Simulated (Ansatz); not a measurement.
Runs of Ansatz 0.2.0 on Ti. The structure is hexagonal, space group P6_3/mmc (No. 194). Conventional cell: a = 2.950 Å, b = 2.950 Å, c = 4.680 Å, α = 90.00°, β = 90.00°, γ = 120.00°. Around Ti (site symmetry -6m2) lie 12 Ti at 2.89 to 2.95 Å. 

```csv
task,level,cell,k mesh,cutoff (eV),target pressure (GPa),points for each segment of the path,mesh quality,gap on the mesh (eV),pressure (GPa)
relaxation of cell and atoms,PBEsol,relaxed to 20 GPa,10 × 10 × 6,420,20,-,not flagged,none,20.0
band structure,PBE,as given,6 × 6 × 3,420,-,14,coarse,none,-1.0
relaxation of cell and atoms,PBEsol,relaxed to 10 GPa,10 × 10 × 6,420,10,-,not flagged,none,10.0
relaxation of cell and atoms,PBEsol,relaxed to 30 GPa,10 × 10 × 6,420,30,-,not flagged,none,30.0
band structure,revPBE,as given,6 × 6 × 3,420,-,14,coarse,none,1.2
relaxation of cell and atoms,PBEsol,relaxed,10 × 10 × 6,420,0,-,not flagged,none,0.0
band structure,r2SCAN,as given,6 × 6 × 3,500,-,14,coarse,none,-1.7
band structure,BLYP,as given,6 × 6 × 3,420,-,14,coarse,none,(a)
```

Alike in all rows: potentials or basis Ansatz PAW; no spin polarisation; smearing fermi-dirac 0.05 eV.

Q: Fill in the values left out.

A: (a) 1.5.

Caveats: some runs use coarse meshes; the PAW data sets come from PBE, with cores solved anew for the run's functional, which leaves a small shift of forces and pressure (some runs); the plane-wave basis is chosen anew once the cell has moved, so the energies of steps on either side of that aren't comparable (some runs).

A gap of «none» marks a metal or a gap under the smearing width.
